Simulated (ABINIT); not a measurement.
# A GW chain in ABINIT: AlN (F-43m), part 2 of 3

Wanted: ground state, empty states, screening and self-energy for AlN (F-43m).

ABINIT 10.8.3; LDA and many-body steps on it, plane waves. Known limits of the many-body steps: not at the basis limit.

So far. Step 2 (Ground state): The gap is indirect, with the least direct gap 0.98 eV higher.

## Step 3: Bands along the symmetry lines

Level of this step: DFT, LDA, plane waves, norm-conserving pseudopotentials (ABINIT).

Levels along a band path, at the cheap level, show where the edges lie and whether the meshes to come will hold them.

File run.abi:

```
acell 3*1.0 Angstrom
rprim 
  -0.000000000000 2.183993559600 2.183993559600
  2.183993559600 -0.000000000000 2.183993559600
  2.183993559600 2.183993559600 -0.000000000000
ntypat 2
znucl 13 7
natom 2
typat 1 2
xred 
  0.000000000000 0.000000000000 0.000000000000
  0.750000000000 0.750000000000 0.750000000000
pp_dirpath "pseudos"
pseudos "Al.upf, N.upf"
ecut 36
iscf -2
irdden 1
kptopt 0
nkpt 50
kpt 
  0.00000000 0.00000000 0.00000000
  -0.06250000 -0.06250000 0.00000000
  -0.12500000 -0.12500000 0.00000000
  -0.18750000 -0.18750000 0.00000000
  -0.25000000 -0.25000000 0.00000000
  -0.31250000 -0.31250000 0.00000000
  -0.37500000 -0.37500000 0.00000000
  -0.43750000 -0.43750000 0.00000000
  -0.50000000 -0.50000000 0.00000000
  -0.48437500 -0.48437500 0.03125000
  -0.46875000 -0.46875000 0.06250000
  -0.45312500 -0.45312500 0.09375000
  -0.43750000 -0.43750000 0.12500000
  -0.42187500 -0.42187500 0.15625000
  -0.40625000 -0.40625000 0.18750000
  -0.39062500 -0.39062500 0.21875000
  -0.37500000 -0.37500000 0.25000000
  -0.37500000 0.00000000 0.37500000
  -0.32812500 0.00000000 0.32812500
  -0.28125000 0.00000000 0.28125000
  -0.23437500 0.00000000 0.23437500
  -0.18750000 0.00000000 0.18750000
  -0.14062500 0.00000000 0.14062500
  -0.09375000 0.00000000 0.09375000
  -0.04687500 0.00000000 0.04687500
  0.00000000 0.00000000 0.00000000
  0.00000000 0.00000000 0.06250000
  0.00000000 0.00000000 0.12500000
  0.00000000 0.00000000 0.18750000
  0.00000000 0.00000000 0.25000000
  0.00000000 0.00000000 0.31250000
  0.00000000 0.00000000 0.37500000
  0.00000000 0.00000000 0.43750000
  0.00000000 0.00000000 0.50000000
  -0.06250000 -0.03125000 0.46875000
  -0.12500000 -0.06250000 0.43750000
  -0.18750000 -0.09375000 0.40625000
  -0.25000000 -0.12500000 0.37500000
  -0.31250000 -0.15625000 0.34375000
  -0.37500000 -0.18750000 0.31250000
  -0.43750000 -0.21875000 0.28125000
  -0.50000000 -0.25000000 0.25000000
  -0.50000000 -0.28125000 0.21875000
  -0.50000000 -0.31250000 0.18750000
  -0.50000000 -0.34375000 0.15625000
  -0.50000000 -0.37500000 0.12500000
  -0.50000000 -0.40625000 0.09375000
  -0.50000000 -0.43750000 0.06250000
  -0.50000000 -0.46875000 0.03125000
  -0.50000000 -0.50000000 0.00000000
istwfk *1
nband 14
nbdbuf 5
tolwfr 1e-07
nstep 50
prtwf 0
prtvol 0
indata_prefix "in"
outdata_prefix "out"
tmpdata_prefix "tmp"
```

The run is started by

```console
$ OMP_NUM_THREADS=1 mpirun -n 8 abinit run.abi > log
```

Numbers of over 12 decimals in the logs are rounded to 6 here.

What it wrote:

```text
.Version 10.8.3 of ABINIT. v10.8.2 released Aug 2026.

 Symmetries : space group F-4 3 m (#216); Bravais cF (face-center cubic)
[... echo of the input left out ...]
== DATASET  1 ==================================================================
-   mpi_nproc: 8, omp_nthreads: 1 (-1 if OMP is not activated)

--- !DatasetInfo
iteration_state: {dtset: 1, }
dimensions: {natom: 2, nkpt: 50, mband: 14, nsppol: 1, nspinor: 1, nspden: 1, mpw: 1475, }
cutoff_energies: {ecut:  36.0, pawecutdg:  -1.0, }
electrons: {nelect:   8.00000000E+00, charge:   0.00000000E+00, occopt:   1.00000000E+00, tsmear:   1.00000000E-02, }

 Real(R)+Recip(G) space primitive vectors, cartesian coordinates (Bohr,Bohr^-1):
 R(1)=  0.0000000  4.1271497  4.1271497  G(1)= -0.1211490  0.1211490  0.1211490
 R(2)=  4.1271497  0.0000000  4.1271497  G(2)=  0.1211490 -0.1211490  0.1211490
 R(3)=  4.1271497  4.1271497  0.0000000  G(3)=  0.1211490  0.1211490 -0.1211490
 Unit cell volume ucvol=  1.4059849E+02 bohr^3
 Angles (23,13,12)=  6.00000000E+01  6.00000000E+01  6.00000000E+01 degrees

 getcut: wavevector=  0.0000  0.0000  0.0000  ngfft=  32  32  32
         ecut(hartree)=     36.000   => boxcut(ratio)=   2.02987

--- Pseudopotential description ------------------------------------------------
- Al Generated using ONCVPSP code by D. R. Hamann
- 13.00000   3.00000  180309                  znucl, zion, pspdat
12 -1012 2 -1 1854                            pspcod,pspxc,lmax,lloc,mmax
     nproj     2     2     2
  pspatm : epsatm=    0.57439143
         --- l  ekb(1:nproj) -->
             0    5.725870    0.726131
             1    6.190420    0.914022
             2   -4.229503   -0.925599
 pspatm: atomic psp has been read  and splines computed

- N Generated using ONCVPSP code by D. R. Hamann
-  7.00000   5.00000  180309                  znucl, zion, pspdat
12 -1012 1 -1 1058                            pspcod,pspxc,lmax,lloc,mmax
     nproj     2     2     0
  pspatm : epsatm=    5.30777321
         --- l  ekb(1:nproj) -->
[...]
pspatm: atomic psp has been read  and splines computed

--------------------------------------------------------------------------------

================================================================================
 prteigrs : about to open file out_EIG
 Non-SCF case, kpt    1 (  0.00000  0.00000  0.00000), residuals and eigenvalues=
  2.89E-08  7.21E-08  9.76E-09  7.77E-08  3.48E-08  5.24E-08  7.78E-08  6.72E-08
  3.70E-08  9.94E-08  5.81E-08  5.52E-08  2.14E-07  2.96E-07
 -3.4191E-01  2.0243E-01  2.0243E-01  2.0243E-01  3.5837E-01  6.5658E-01
  6.5658E-01  6.5658E-01  8.4940E-01  8.4940E-01  8.9826E-01  8.9826E-01
  8.9826E-01  9.6883E-01
 Non-SCF case, kpt    2 ( -0.06250 -0.06250  0.00000), residuals and eigenvalues=
  4.94E-08  7.93E-08  8.44E-09  8.61E-08  5.21E-08  4.70E-08  1.00E-08  6.82E-08
[...]
9.3657E-01  1.0001E+00
 Non-SCF case, kpt    3 ( -0.12500 -0.12500  0.00000), residuals and eigenvalues=
  9.47E-08  7.99E-09  4.90E-08  8.37E-09  1.33E-08  1.46E-08  1.03E-08  1.32E-08
[...]
9.7510E-01  1.0571E+00
[...]
Non-SCF case, kpt   49 ( -0.50000 -0.46875  0.03125), residuals and eigenvalues=
[...]
1.1777E+00  1.2097E+00
 Non-SCF case, kpt   50 ( -0.50000 -0.50000  0.00000), residuals and eigenvalues=
[...]
1.1691E+00  1.2037E+00

--- !ResultsGS
iteration_state: {dtset: 1, }
comment   : Summary of ground state results
lattice_vectors:
- [ -0.0000000,   4.1271497,   4.1271497, ]
- [  4.1271497,  -0.0000000,   4.1271497, ]
- [  4.1271497,   4.1271497,  -0.0000000, ]
lattice_lengths: [   5.83667,    5.83667,    5.83667, ]
lattice_angles: [ 60.000,  60.000,  60.000, ] # degrees, (23, 13, 12)
lattice_volume:   1.4059849E+02
convergence: {deltae:  0.000E+00, res2:  0.000E+00, residm:  9.944E-08, diffor:  0.000E+00, }
etotal    :  -1.28415815E+01
entropy   :   0.00000000E+00
fermie    :   2.02431740E-01
cartesian_stress_tensor: null
pressure_GPa: null
xred      :
- [  0.0000E+00,   0.0000E+00,   0.0000E+00, Al]
- [  7.5000E-01,   7.5000E-01,   7.5000E-01,  N]
cartesian_forces: null
force_length_stats: {min: null, max: null, mean: null, }

 Integrated electronic density in atomic spheres:
 ------------------------------------------------
 Atom  Sphere_radius  Integrated_density
[...]
================================================================================

 ----iterations are completed or convergence reached----

 Mean square residual over all n,k,spin=   44.909E-09; max=  99.438E-09
 reduced coordinates (array xred) for    2 atoms
       0.000000000000      0.000000000000      0.000000000000
       0.750000000000      0.750000000000      0.750000000000

 cartesian coordinates (angstrom) at end:
    1      0.000000     0.000000     0.000000
    2      3.275990     3.275990     3.275990
 length scales=  1.889726125908  1.889726125908  1.889726125908 bohr
              =  1.000000000000  1.000000000000  1.000000000000 angstroms
 prteigrs : about to open file out_EIG
 Eigenvalues (hartree) for nkpt=  50  k points:
 kpt#   1, nband= 14, wtk=  1.00000, kpt=  0.0000  0.0000  0.0000 (reduced coord)
[...]
kpt#   2, nband= 14, wtk=  1.00000, kpt= -0.0625 -0.0625  0.0000 (reduced coord)
[...]
kpt#   3, nband= 14, wtk=  1.00000, kpt= -0.1250 -0.1250  0.0000 (reduced coord)
[...]
kpt#  49, nband= 14, wtk=  1.00000, kpt= -0.5000 -0.4687  0.0313 (reduced coord)
  -0.23961    0.02121    0.13476    0.13477    0.32565    0.51540    0.70556    0.76589
   0.77207    1.06137    1.06447    1.16616    1.17769    1.20965
 kpt#  50, nband= 14, wtk=  1.00000, kpt= -0.5000 -0.5000  0.0000 (reduced coord)
  -0.23969    0.02041    0.13644    0.13644    0.32219    0.51272    0.70677    0.77099
   0.77099    1.06229    1.07185    1.16902    1.16905    1.20374

== END DATASET(S) ==============================================================
================================================================================

 -outvars: echo values of variables after computation  --------
            nband          14
             nkpt          50
          spgroup         216
 [... the other variables as echoed above ...]

 Calculation completed.
```

The job ended after 2.5 s (8 MPI ranks of Arm Neoverse V2, shared host; peak memory 0.07 GiB; 19 s of CPU time).

Numbers from this step:

| Property | Result |
| --- | --- |
| gap | 3.259 eV |
| k of the valence top | 0, 0, 0 |
| k of the conduction bottom | -0.5, -0.5, 0 |
| least direct gap | 4.243 eV |

The gap is 3.259 eV, as in the run before at this level.

Electronic bands along the path, in eV, zero at the top of the highest filled band; v1 is the highest filled band, c1 the lowest empty one:

```
    point      v4     v3     v2     v1    c1     c2     c3     c4
        Γ  -14.81   0.00   0.00   0.00  4.24  12.36  12.36  12.36
  halfway  -13.66  -2.87  -0.99  -0.99  5.92  10.07  11.39  13.80
        X  -12.03  -4.95  -1.80  -1.80  3.26   8.44  13.72  15.47
  halfway  -12.02  -4.78  -2.50  -1.69  3.89   8.99  13.47  15.02
        U  -12.05  -4.30  -3.67  -1.39  5.09   9.96  12.86  13.99
jump to K  -12.05  -4.30  -3.67  -1.39  5.09   9.96  12.86  13.99
  halfway  -13.55  -3.54  -1.52  -0.21  7.31  10.14  11.22  12.41
        Γ  -14.81   0.00   0.00   0.00  4.24  12.36  12.36  12.36
  halfway  -13.94  -3.26  -0.26  -0.26  6.43  10.80  12.16  12.16
        L  -12.69  -5.91  -0.49  -0.49  7.28   9.77  11.01  11.01
  halfway  -12.36  -5.19  -2.25  -1.13  7.02   9.14  11.99  12.52
        W  -11.97  -3.83  -3.48  -2.73  5.98  11.28  11.84  11.95
  halfway  -12.00  -4.61  -2.43  -2.32  4.51   9.49  13.21  13.72
        X  -12.03  -4.95  -1.80  -1.80  3.26   8.44  13.72  15.47
```

The electronic bands as a text plot (rows in eV, shown from -8.0 to 9.3 only):

```
    8.9 |         +++ +++     ++                    +++       ++
    8.2 |            +        ++                                +
    7.5 |                   ++  +              +++++++
    6.7 |                        ++         +++       ++
    6.0 |    +++           +               +            ++++
    5.3 |  ++   ++        +        ++    ++                 +
    4.6 |++              +           ++++                    +
    3.9 |         +    ++                                     ++
    3.1 |          ++++                                         +
    2.4 |
    1.7 |
    1.0 |
    0.3 |**                      **********
   -0.4 | ****              *****  ***  *  **********
   -1.2 |  ** ****       ***    *****    **         ****
   -1.9 |    *    *******                  *         *  *     ***
   -2.6 |     **       **     ** **                   ** *****
   -3.3 |       **       *****  *           *           *****
   -4.0 |         *       **  **             **         *****
   -4.8 |          *******  **                 *       *     ****
   -5.5 |                                       *   ***
   -6.2 |                                        ***
   -6.9 |
   -7.6 |
         Γ           X  U|K            Γ         L        W     X
```

## Step 4: Empty states on the mesh, 6×6×6 mesh, 90 bands

The sums over transitions need many empty states on a uniform mesh; this step solves for them.

File run.abi:

```
acell 3*1.0 Angstrom
rprim 
  -0.000000000000 2.183993559600 2.183993559600
  2.183993559600 -0.000000000000 2.183993559600
  2.183993559600 2.183993559600 -0.000000000000
ntypat 2
znucl 13 7
natom 2
typat 1 2
xred 
  0.000000000000 0.000000000000 0.000000000000
  0.750000000000 0.750000000000 0.750000000000
pp_dirpath "pseudos"
pseudos "Al.upf, N.upf"
ecut 36
ngkpt 6 6 6
nshiftk 1
shiftk 0 0 0
kptopt 1
chksymbreak 0
irdden 1
istwfk *1
nband 90
prtvol 0
optdriver 6
gwr_task "HDIAGO"
paral_kgb 0
occopt 1
indata_prefix "in"
outdata_prefix "out"
tmpdata_prefix "tmp"
```

What it wrote:

```text
[banner, memory and clock lines left out]
.Version 10.8.3 of ABINIT. v10.8.2 released Aug 2026.

 Symmetries : space group F-4 3 m (#216); Bravais cF (face-center cubic)
[... echo of the input left out ...]
== DATASET  1 ==================================================================
-   mpi_nproc: 8, omp_nthreads: 1 (-1 if OMP is not activated)

--- !DatasetInfo
iteration_state: {dtset: 1, }
dimensions: {natom: 2, nkpt: 16, mband: 90, nsppol: 1, nspinor: 1, nspden: 1, mpw: 1464, }
cutoff_energies: {ecut:  36.0, pawecutdg:  -1.0, }
electrons: {nelect:   8.00000000E+00, charge:   0.00000000E+00, occopt:   1.00000000E+00, tsmear:   1.00000000E-02, }

.Using double precision arithmetic; gwpc =  8

- Reading GS density from: in_DEN

--- Pseudopotential description ------------------------------------------------
- Al Generated using ONCVPSP code by D. R. Hamann
- 13.00000   3.00000  180309                  znucl, zion, pspdat
12 -1012 2 -1 1854                            pspcod,pspxc,lmax,lloc,mmax
     nproj     2     2     2
  pspatm : epsatm=    0.57439143
         --- l  ekb(1:nproj) -->
             0    5.725870    0.726131
             1    6.190420    0.914022
             2   -4.229503   -0.925599
 pspatm: atomic psp has been read  and splines computed

- N Generated using ONCVPSP code by D. R. Hamann
-  7.00000   5.00000  180309                  znucl, zion, pspdat
12 -1012 1 -1 1058                            pspcod,pspxc,lmax,lloc,mmax
     nproj     2     2     0
  pspatm : epsatm=    5.30777321
         --- l  ekb(1:nproj) -->
             0    7.408032    0.617798
             1   -4.361519   -1.032581
 pspatm: atomic psp has been read  and splines computed

   4.70573171E+01                                ecore*ucvol(ha*bohr**3)

 Total charge density [el/Bohr^3]
)     Maximum=    5.4126E-01  at reduced coord.    0.7813    0.7813    0.8125
)     Minimum=    1.1985E-03  at reduced coord.    0.0000    0.0000    0.0000
   Integrated=    8.0000E+00

 === KS gaps after direct diagonalization ===
 Indirect band gap semiconductor
 Fundamental gap:     3.259 (eV)
   VBM:     5.508 (eV) at k: [ 0.0000E+00,  0.0000E+00,  0.0000E+00]
   CBM:     8.767 (eV) at k: [ 5.0000E-01,  5.0000E-01,  0.0000E+00]
 Direct gap:         4.243 (eV) at k: [ 0.0000E+00,  0.0000E+00,  0.0000E+00]

== END DATASET(S) ==============================================================

 -outvars: echo values of variables after computation  --------
           etotal      0.0000000000E+00
            nband          90
             nkpt          16
          spgroup         216
 [... the other variables as echoed above ...]

 Calculation completed.
```

Wall time 6.6 s (8 MPI ranks); peak memory 1.4 GiB.

Numbers from this step:

| Item | Value |
| --- | --- |
| gap | 3.259 eV |
| k of the valence top | 0, 0, 0 |
| k of the conduction bottom | 0.5, 0.5, 0 |
| least direct gap | 4.243 eV |
| k points computed | 16 |
| lowest point of the top converged band, above the valence top | 125.0887 eV |

On this mesh the gap is 3.259 eV.

## Step 5: Screening, 6×6×6 mesh, 82 bands, screening to 264 eV

The RPA dielectric matrix is built and inverted for each q.

This step: RPA screening on LDA, plane waves, norm-conserving pseudopotentials.

run.abi: that of step 4 with these lines changed.

```diff
@@ -20,10 +20,11 @@
 chksymbreak 0
-irdden 1
 istwfk *1
-nband 90
-prtvol 0
-optdriver 6
-gwr_task "HDIAGO"
-paral_kgb 0
 occopt 1
+irdwfk 1
+optdriver 3
+nband 82
+ecuteps 9.7
+inclvkb 2
+awtr 1
+symchi 1
 indata_prefix "in"
```

What it wrote:

```text
.Version 10.8.3 of ABINIT. v10.8.2 released Aug 2026.

 Symmetries : space group F-4 3 m (#216); Bravais cF (face-center cubic)
[... echo of the input left out ...]
== DATASET  1 ==================================================================
-   mpi_nproc: 8, omp_nthreads: 1 (-1 if OMP is not activated)

--- !DatasetInfo
iteration_state: {dtset: 1, }
dimensions: {natom: 2, nkpt: 16, mband: 82, nsppol: 1, nspinor: 1, nspden: 1, mpw: 1464, }
cutoff_energies: {ecut:  36.0, pawecutdg:  -1.0, }
electrons: {nelect:   8.00000000E+00, charge:   0.00000000E+00, occopt:   1.00000000E+00, tsmear:   1.00000000E-02, }

 SCREENING: Calculation of the susceptibility and dielectric matrices

 Based on a program developped by R.W. Godby, V. Olevano, G. Onida, and L. Reining.
 Incorporated in ABINIT by V. Olevano, G.-M. Rignanese, and M. Torrent.
.Using double precision arithmetic ; gwpc =  8

[... cell and pseudopotentials left out ...]
--------------------------------------------------------------------------------

 ==== K-mesh for the wavefunctions ====
 Number of points in the irreducible wedge :    16
[... list of points left out ...]
 Together with 24 symmetry operations and time-reversal symmetry
 yields   216 points in the full Brillouin Zone.

 ==== Q-mesh for the screening function ====
 Number of points in the irreducible wedge :    16
[... list of points left out ...]
 Together with 24 symmetry operations and time-reversal symmetry
 yields   216 points in the full Brillouin Zone.

 setmesh: FFT mesh size selected  =    24x   24x   24
          total number of points  =        13824

 vcoul_init : cutoff-mode = AUXILIARY_FUNCTION
 q-points for optical limit:   1
     1)      0.000010    0.000020    0.000030

- screening: taking advantage of time-reversal symmetry
- Maximum band index for partially occupied states nbvw = 4
- Remaining bands to be divided among processors   nbcw = 78
- Number of bands treated by each node ~9

 Number of electrons calculated from density =    8.0000; Expected =    8.0000
 average of density, n =  0.056900
 r_s =    1.6129
 omega_plasma =   23.0097 [eV]

 calculating chi0 at frequencies [eV] :
  1    0.000000E+00    0.000000E+00
  2    0.000000E+00    2.300966E+01

--------------------------------------------------------------------------------
  q-point number  1        q = ( 0.000000, 0.000000, 0.000000) [r.l.u.]
--------------------------------------------------------------------------------
[... chi0 elements left out ...]
 For q-point:  0.000010 0.000020 0.000030
  dielectric constant =   4.4059
  dielectric constant without local fields =   4.8531

  Average fulfillment of the sum rule on Im[epsilon] for q-point    1 :     85.07  [%]
[... wings left out ...]
  q-point number  2        q = ( 0.166667, 0.000000, 0.000000) [r.l.u.]
--------------------------------------------------------------------------------
[... chi0 elements left out ...]
  Average fulfillment of the sum rule on Im[epsilon] for q-point    2 :     93.97  [%]

 [... 14 further q-points ...]
```

It took 16 s on 8 MPI ranks; peak memory 1 GiB; 2.1 min of CPU time.

Numbers from this step:

```yaml
eps_infinity_with_local_fields_on_this_mesh_along_the_program_s_q_direction: 4.406
the_same_without_local_fields: 4.853
plasma_frequency: 23.01 eV
plane_waves_in_the_screening_matrix: 181
```

Local fields lower ε∞ by 9 %.

(Part 2 of 3 ends here.)

[Paths, hosts, dates, memory and timing lines, banners, echoed tables and standing remarks are left out of the program output.]

[Logs are printed without paths, hosts, clocks, repeated set-up lines and the standing remarks that a program may print on its own settings, such as how far it seeks lower states.]

[Runs of the session that timed out or met a known fault of the program may be left out.]

[Hosts, paths, dates, database ids (printed as entryN), source tags and the programs' standing remarks are cut or masked in the printed files.]

[G0W0 gaps are taken among the corrected bands and points alone; a level outside them can change the order at an edge.]

[Where Ansatz stands beside ABINIT at settings called matched, ABINIT's density can come from a denser mesh and the files from another edition; pairs whose starting gaps differed by over 0.03 eV were left out, so agreement reads better than it is.]
